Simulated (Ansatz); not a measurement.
# In: LAPW beside PAW, part 2 of 2

Aim: solve In at one geometry with full-potential LAPW, PAW with frozen cores and datasets made for this crystal, and see where they agree. The cell is first relaxed from a guess with PAW; it needn't be the stable phase of this composition.

Ansatz 0.2.0; DFT PBE; a cell built from a prototype (fcc type), not taken from measurement. «Crystal datasets» are all-electron PAW datasets made for this crystal. The steps go on from the part before.

## (3) Full-potential LAPW

This is In in the fcc structure; at room conditions it is tetragonal.

File input.yaml:

```yaml
crystal:
  lattice:
    - [0.0, 2.3956139014, 2.3956139014]
    - [2.3956139014, 0.0, 2.3956139014]
    - [2.3956139014, 2.3956139014, 0.0]
  atoms:
    - { symbol: In, position: [0.0, 0.0, 0.0] }
kpoints:
  mp_grid: { grid: [15, 15, 15] }
  band_path:
    path:
      - [0.0, 0.0, 0.0]
      - [0.5, 0.0, 0.5]
      - [0.625, 0.25, 0.625]
      - [0.375, 0.375, 0.75]
      - [0.0, 0.0, 0.0]
      - [0.5, 0.5, 0.5]
      - [0.5, 0.25, 0.75]
      - [0.5, 0.0, 0.5]
    npoints: 14
scf:
  occupations: { method: fermi_dirac, width: 0.05 }
hamiltonian:
  xc: pbe
  pseudopotentials: { kind: all_electron, lapw: { basis_error: 0.0005 } }
output:
  forces: true
  stress: true
  eigenvalues: true
  populations: true
  dos: { projected: true, de: 0.2, e_range: [-14, 8] }
```

Command:

```console
> ansatz run input.yaml --threads 1 --pin off --max-ram 2048MiB --backend cpu --events-out ev --progress --plain --runs-dir out
```

What it wrote:

```text
In: projections on atomic orbitals take those of the free atom 1s2 2s2 2p6 3s2 3p6 3d10 4s2 4p6 4d10 5s2 5p1, of charge +0.00 (hamiltonian.pseudopotentials.projection_atoms)
LAPW: plane waves up to 6.764 Å⁻¹, error target 5.0e-4 eV per atom; small_component_spin mean_spin; In in spheres of 1.694 Å, 21 of its electrons in bands, Dirac shells []
Engine: ansatz 0.2.0
Pseudopotentials: kind: all_electron
Pseudopotential: In, LAPW, valence charge 21, Koelling and Harmon's equation, gaussian nucleus
Functional definition: PBE
  parameter kappa = 0.804
  parameter beta = 0.06672455060314922
  exchange = pbe_x(kappa = kappa, mu = beta*pi^2/3)
  correlation = pbe_c(beta = beta)
Crystal: 1 atoms, lattice volume = 27.497 Å³
Basis set: ecut = 174.31486359459868 eV, 137 PW (Γ), exchange–correlation at level 2
Bands: 15, of which v1, the nominal top of the filled ones, is band 11 counted from 1 (10 counted from 0)
Symmetry: 48 space group operations
Space group: Fm-3m (ITA 225), of the structure as read, at distance tolerance 3.0e-5 Å
k-points: 120 of 3375
Non-local potential: In, projectors of the file, none
Initial density: superposition of atomic densities (chi_scale 0.1, normalization cell)
Initial wavefunctions: plane waves of lowest kinetic energy (no species holds an atomic orbital)
Functional: x = pbe(κ = 0.804, μ = 0.2195149727645171), c = pbe(β = 0.06672455060314922)
iter 1 solved again at ethr=2.22e-5 eV; its pass at ethr=1.00e-1 eV (dr2=4.66e-3 eV) is discarded
SCF iter   1: F=—  HF=-160045.998066 eV  |F-HF|=—  |Δ(HF+E_count)|=         —  Δρ=4.97e-3  dr2=4.69e-3  ethr=2.22e-5  ⟨swp⟩=3.7  Hψ=13101  notcnv=0
preconditioner: auto → none  [metal: Δε(μ)=0.045 eV  Ē_g=19.110 eV  σ=0.050 eV  W_gap=0.22  n_scr=8 (ndim 8)  ℏωp=25.5 eV  f_vac=0.000  D(μ)=0.68/eV (n_scr^D=0)  sad-step TF]
SCF iter   2: F=—  HF=-160045.974688 eV  |F-HF|=—  |Δ(HF+E_count)|=   2.34e-2  Δρ=2.82e-3  dr2=1.86e-3  ethr=2.22e-5  ⟨swp⟩=2.0  Hψ=5164  notcnv=0
SCF iter   3: F=—  HF=-160045.973307 eV  |F-HF|=—  |Δ(HF+E_count)|=   1.38e-3  Δρ=1.35e-3  dr2=4.34e-4  ethr=8.86e-6  ⟨swp⟩=2.0  Hψ=5107  notcnv=0
iter 4 solved again at ethr=4.62e-8 eV; its pass at ethr=2.07e-6 eV (dr2=9.71e-6 eV) is discarded
SCF iter   4: F=—  HF=-160045.973279 eV  |F-HF|=—  |Δ(HF+E_count)|=   2.73e-5  Δρ=1.84e-4  dr2=9.73e-6  ethr=4.62e-8  ⟨swp⟩=2.0  Hψ=8655  notcnv=0
SCF iter   5: F=-160045.973286 eV  HF=-160045.973286 eV  |F-HF|=6.19e-8  |Δ(HF+E_count)|=   6.17e-6  Δρ=1.36e-5  dr2=5.21e-8  ethr=4.62e-8  ⟨swp⟩=2.0  Hψ=5105  notcnv=0
SCF 1 converged in 5 iterations: F = -160045.973286 eV  dr2 = 5.21e-8
NSCF: frozen V_eff on 99 k-points
SCF converged after 5 iterations
Free energy (F): -160045.973286 eV
Harris-Foulkes:  -160045.973286 eV  (|F-HF|=6.19e-8)
Internal energy: -160045.968071 eV  (E = F + TS)
E sigma→0 (E₀):  -160045.970678 eV
Entropy (-TS):   -0.005214 eV (-5.214 meV/atom)
Fermi energy:    12.666845 eV
--- Per-component energies (eV) ---
  E_band       = -563.670071
  E_kinetic    = 167987.042642
  E_xc         = -4352.686263
  E_electrostatic = -323680.324449  (all electrons and nuclei)
  E_smearing   = -0.005214  (= −TS)
  E_closure    = 0.000000  (closes the sum)
  E_atoms      = -160043.426162  (free atoms, spherical and without spin; not in F)
  Σ components = -160045.973286   (vs F -160045.973286, Δ=0.00e0)
  Basis errors (estimates in eV, not in F): energy 8.7e-5 per atom: plane waves 8.6e-5 (6.1e-5 summed), levels above the bands 1.2e-108, relativity 1.1e-8, radial functions 1.7e-6, core shells 2.6e-10; eigenvalues (radial functions only) 1.6e-5; not estimated: angular momenta, meshes, grids; target (lapw.basis_error) 5.0e-4; muffin-tin radii In 1.694 Å
--- Forces (eV/Å), atoms counted from 1 ---
  atom   1  In     0.00000000    -0.00000000     0.00000000
  max |Σ_I F_I| component: 4.93e-32 eV/Å
--- Stress (GPa, compression-positive) ---
        0.007259      -0.000000      -0.000000
       -0.000000       0.007259       0.000000
       -0.000000       0.000000       0.007259
  P = ⅓ Tr σ = 0.0073 GPa (0.073 kbar)
--- Band table (eV; the first three rows and the last of 120) ---
  k-point 0: bands = ["-102.7299", "-61.2068", "-61.2068", "-61.2068", "-1.8880", "-1.8880", "-1.8880", "-1.7388", "-1.7388", "3.4926", "22.8285", "22.8285", "22.8285", "24.0987", "26.2712"]
  k-point 1: bands = ["-102.7298", "-61.2070", "-61.2068", "-61.2068", "-1.8889", "-1.8812", "-1.8812", "-1.7396", "-1.7396", "3.5861", "21.6474", "22.6591", "22.6591", "23.8872", "26.5607"]
  k-point 2: bands = ["-102.7298", "-61.2077", "-61.2069", "-61.2069", "-1.8922", "-1.8651", "-1.8651", "-1.7386", "-1.7386", "3.8681", "19.5006", "22.2731", "22.2731", "23.7713", "27.2774"]
  k-point 119: bands = ["-102.7294", "-61.2109", "-61.2106", "-61.2091", "-1.9031", "-1.8535", "-1.8104", "-1.6951", "-1.5714", "10.8241", "12.4443", "12.7882", "14.5184", "24.9298", "26.5636"]
--- Löwdin populations: 1 site ---
  site symbol       q [e]
     0     In     48.9857
  spilling = 0.000292 (of n_electrons = 49.000000)
```

Wall time 10 s (1 thread of Arm Neoverse V1, shared host).

Read from it: pressure 0.01 GPa; no gap.

At the corners of the path (eV, zero at the Fermi level):

```tsv
point	band 8	band 9	band 10	band 11	band 12	band 13	band 14
Γ	-14.41	-14.41	-9.17	10.16	10.16	10.16	11.43
X	-14.23	-14.23	-2.15	-2.02	3.96	3.96	7.15
U	-14.34	-14.28	-2.14	-0.98	0.06	4.97	7.87
K	-14.34	-14.28	-2.14	-0.98	0.06	4.97	7.87
Γ	-14.41	-14.41	-9.17	10.16	10.16	10.16	11.43
L	-14.27	-14.27	-4.26	-3.13	8.11	8.11	10.76
W	-14.36	-14.23	-1.68	-0.01	-0.01	1.47	13.04
X	-14.23	-14.23	-2.15	-2.02	3.96	3.96	7.15
```

States per cell, counted by energy window (eV from the Fermi level, on a grid of 0.20 eV):

```tsv
from	to	total	In 5p	In 5s
-10	-9	0.00	0.00	0.00
-9	-8	0.12	0.05	0.07
-8	-7	0.20	0.10	0.10
-7	-6	0.26	0.13	0.13
-6	-5	0.32	0.15	0.16
-5	-4	0.40	0.16	0.23
-4	-3	0.38	0.14	0.24
-3	-2	0.38	0.16	0.22
-2	-1	0.32	0.24	0.07
-1	0	0.55	0.42	0.12
0	1	0.48	0.33	0.13
1	2	0.51	0.38	0.12
2	3	0.57	0.44	0.10
3	4	0.65	0.53	0.08
4	5	0.72	0.60	0.06
```

## (4) PAW with frozen cores

Edit input.yaml of step 3 so:

```diff
@@ -24,3 +24,3 @@
   xc: pbe
-  pseudopotentials: { kind: all_electron, lapw: { basis_error: 0.0005 } }
+  pseudopotentials: { kind: paw }
 output:
@@ -29,3 +29,9 @@
   eigenvalues: true
+  efg: { contact_densities: true }
   populations: true
+  bader: true
   dos: { projected: true, de: 0.2, e_range: [-14, 8] }
+  write_density: true
+  write_potential: true
+  elf: true
+  volumetric_format: npy
```

Command:

```console
> ansatz run input.yaml --threads 1 --pin off --max-ram 2048MiB --backend cpu --events-out ev --progress --plain --runs-dir out
```

What it wrote, shortened:

```text
In: output.efg is read without spin–orbit coupling, which moves field gradients at and beside such atoms by some per cent and up to a factor of two; PAW files take it under magnetization.noncollinear and magnetization.spin_orbit
[...]
[... 3 set-up lines as earlier in the session ...]
[...]
Crystal: 1 atoms, lattice volume = 27.497 Å³
Basis set: ecut = 420 eV, 537 PW (Γ), exchange–correlation on 48×48×48 points (8 copies of the dense FFT grid, shifted against one another)
Bands: 11, of which v1, the nominal top of the filled ones, is band 7 counted from 1 (6 counted from 0)
[... 2 set-up lines as earlier in the session ...]
k-points: 120 of 3375
[...]
  atom   1  In    -0.00000000     0.00000000    -0.00000000
[...]
--- Stress (GPa, compression-positive) ---
        0.004706       0.000000       0.000000
        0.000000       0.004706       0.000000
        0.000000       0.000000       0.004706
  P = ⅓ Tr σ = 0.0047 GPa (0.047 kbar)
--- PAW observables at the nuclei: V_zz in 10²¹ V/m², potentials from the cell's mean, atoms counted from 1 ---
  atom   1  In V_zz =    -0.000000   η = 0.0000   by run symmetry: forbidden
            electrostatic potential = -7939.552441 V   contact ρ = 1133082.302723 e/Å³
--- Band table (eV; the first three rows and the last of 120) ---
  k-point 0: bands = ["-5.0114", "-5.0114", "-5.0114", "-4.8622", "-4.8622", "0.3686", "19.7050", "19.7050", "19.7050", "20.9790", "23.1453"]
[...]
--- Löwdin populations: 1 site ---
  site symbol       q [e]
     0     In     12.9816
  spilling = 0.001418 (of n_electrons = 13.000000)
--- Bader charges: 1 site ---
  site symbol  charge [e]  shift [e]
     0     In      0.0000     0.0000
  estimated error of the sums over rays = 3.4e-7 e
```

It took 6.4 s on 1 thread of Arm Neoverse V1, shared host.

Result: pressure 0.00 GPa; no gap.

The fields are shown in the conventional cell of this run's space group, carried over from its grid by interpolation.

Density in a lattice plane of the grid's cell (edges 4.79 and 4.79 Å, at 0.000 of the third edge), which holds In.

Values in e/Å³, 12 rows by 12 columns:
```
 6.88  3.83  0.80  0.20  0.09  0.06  0.05  0.06  0.09  0.20  0.80  3.83
 1.28  0.80  0.31  0.14  0.10  0.09  0.09  0.09  0.10  0.14  0.30  0.80
 0.24  0.20  0.14  0.12  0.14  0.20  0.24  0.20  0.14  0.12  0.14  0.20
 0.09  0.09  0.10  0.14  0.31  0.80  1.28  0.80  0.30  0.14  0.10  0.09
 0.05  0.06  0.09  0.20  0.80  3.83  6.88  3.83  0.80  0.20  0.09  0.06
 0.05  0.05  0.09  0.24  1.28  6.88 12.95  6.88  1.28  0.24  0.09  0.05
 0.05  0.06  0.09  0.20  0.80  3.83  6.88  3.83  0.80  0.20  0.09  0.06
 0.09  0.09  0.10  0.14  0.30  0.80  1.28  0.80  0.31  0.14  0.10  0.09
 0.24  0.20  0.14  0.12  0.14  0.20  0.24  0.20  0.14  0.12  0.14  0.20
 1.28  0.80  0.30  0.14  0.10  0.09  0.09  0.09  0.10  0.14  0.31  0.80
 6.88  3.83  0.80  0.20  0.09  0.06  0.05  0.06  0.09  0.20  0.80  3.83
12.95  6.88  1.28  0.24  0.09  0.05  0.05  0.05  0.09  0.24  1.28  6.88
```
Columns run along the first of these edges and rows up along the second, over one cell in 12 and 12 even steps from the bottom left corner. Atoms in the plane (fractional): In at (0.00, 0.00), In at (0.50, 0.50).

ELF in the same plane.

Ten even steps from ' ' (0.00) to '@' (0.29):
```
    ..**@@@@%%@@##++==------==++##@@%%@@@@**..  
::--++@@@@%%%%@@##**++======++**##@@%%%%@@@@++--
##%%@@@@%%%%@@%%######**##**######%%@@%%%%@@@@%%
@@@@@@%%%%@@@@%%%%%%%%%%%%%%%%%%%%%%@@@@%%%%%%@@
%%%%%%@@@@@@%%@@@@@@%%%%%%%%%%@@@@@@@@@@@@@@%%%%
%%%%%%%%%%%%@@@@%%%%@@@@@@@@%%%%%%@@@@%%%%%%%%%%
##**######%%@@%%%%@@@@%%##%%@@@@%%%%@@%%######**
====++**##@@%%%%@@@@++--::--++@@@@%%%%@@##**++==
----==++##@@%%@@@@**..      ..**@@@@%%@@##++==--
----==++##@@%%@@@@==          ==@@@@%%@@##++==--
----==++##@@%%@@@@**..      ..**@@@@%%@@##++==--
====++**##@@%%%%@@@@++--::--++@@@@%%%%@@##**++==
##**######%%@@%%%%@@@@%%##%%@@@@%%%%@@%%######**
%%%%%%%%%%%%@@@@%%%%%%@@@@@@@@%%%%@@@@%%%%%%%%%%
%%%%%%@@@@@@@@@@@@@@%%%%%%%%%%@@@@@@%%@@@@@@%%%%
@@@@%%%%%%@@@@%%%%%%%%%%%%%%%%%%%%%%@@@@%%%%@@@@
##%%@@@@%%%%@@%%######**##**######%%@@%%%%@@@@%%
::--++@@@@%%%%@@##**++======++**##@@%%%%@@@@++--
    ..**@@@@%%@@##++==------==++##@@%%@@@@**..  
      ==@@@@%%@@##++==------==++##@@%%@@@@==    
```
Columns run along the first of these edges and rows up along the second, over one cell in 24 and 20 even steps from the bottom left corner. Atoms in the plane (fractional): In at (0.00, 0.00), In at (0.50, 0.50).

Both are smooth fields of the valence electrons: close to the nuclei they are not physical.

## (5) Datasets made for this crystal

Edit input.yaml of step 4 so:

```diff
@@ -19,3 +19,3 @@
       - [0.5, 0.0, 0.5]
-    npoints: 14
+    npoints: 8
 scf:
@@ -24,3 +24,3 @@
   xc: pbe
-  pseudopotentials: { kind: paw }
+  pseudopotentials: { kind: all_electron, datasets: crystal }
 output:
@@ -30,8 +30 @@
   efg: { contact_densities: true }
-  populations: true
-  bader: true
-  dos: { projected: true, de: 0.2, e_range: [-14, 8] }
-  write_density: true
-  write_potential: true
-  elf: true
-  volumetric_format: npy
```

Command:

```console
> ansatz run input.yaml --threads 1 --pin off --max-ram 2048MiB --backend cpu --events-out ev --progress --plain --runs-dir out
```

What it wrote, shortened:

```text
[...]
In: output.efg is read without spin–orbit coupling, which moves field gradients at and beside such atoms by some per cent and up to a factor of two; PAW files take it under magnetization.noncollinear and magnetization.spin_orbit
[...]
[... 1 set-up line as earlier in the session ...]
Pseudopotential: In, paw, valence charge 13, recommended cutoff 240 eV (normal), Koelling and Harmon's equation, gaussian nucleus
[... 1 set-up line as earlier in the session ...]
[...]
Crystal: 1 atoms, lattice volume = 27.497 Å³
Basis set: ecut = 240 eV, 259 PW (Γ), exchange–correlation on 36×36×36 points (8 copies of the dense FFT grid, shifted against one another)
Bands: 11, of which v1, the nominal top of the filled ones, is band 7 counted from 1 (6 counted from 0)
[... 2 set-up lines as earlier in the session ...]
k-points: 120 of 3375
[...]
In the spheres:  the bands' charges fall short by 5.2e-6 e at most (sound up to 1e-3)
Fermi energy:    12.666872 eV
[...]
  The terms above E_closure are by the made datasets' own strengths, without shells solved beside the bands.
--- Forces (eV/Å), atoms counted from 1 ---
  atom   1  In    -0.00000000     0.00000000     0.00000000
[...]
--- Stress (GPa, compression-positive) ---
        0.006026       0.000000       0.000000
        0.000000       0.006026       0.000000
        0.000000       0.000000       0.006026
  P = ⅓ Tr σ = 0.0060 GPa (0.060 kbar)
--- PAW observables at the nuclei: V_zz in 10²¹ V/m², potentials from the cell's mean, atoms counted from 1 ---
  atom   1  In V_zz =    +0.000000   η = 0.0000   by run symmetry: forbidden
            electrostatic potential = -7939.511085 V   contact ρ = 1133023.394485 e/Å³
--- Band table (eV; the first three rows and the last of 120) ---
  k-point 0: bands = ["-1.8877", "-1.8877", "-1.8877", "-1.7386", "-1.7386", "3.4926", "22.8287", "22.8287", "22.8287"]
[...]
```

Wall time 9.2 s (1 thread of Arm Neoverse V1, shared host).

Result: pressure 0.01 GPa; no gap.

```tsv
atom	contact density (e/Å³)
In	1133023
```

## (6) Side by side

| method | pressure (GPa) | SCF cycles, all passes |
| --- | --- | --- |
| LAPW | 0.01 | 5 |
| PAW | 0.00 | 7 |
| crystal datasets | 0.01 | 7 |

## (7) Summary of results

The summary covers parts 1 to 2.

```
  quantity                                           value
  pressure  LAPW 0.01, PAW 0.00, crystal datasets 0.01 GPa
gap (LAPW)                                            none
```

The pressure is within half a GPa of zero, so the volume is close to equilibrium at this level. With 21 electrons in the bands of a cell, and no spin, a band must be partly filled: it is a metal at this level. In 5p carries the largest share, 68 %, of the projected states within 0.3 eV of the Fermi level. The projection holds only the free atom's occupied shells (In 5s, In 5p in this range). In pressure, PAW differs from LAPW by less than 0.01 GPa. The price, with the outputs that each input asks for: 10 s for LAPW against 6.4 s for PAW, about 1.6 to one.
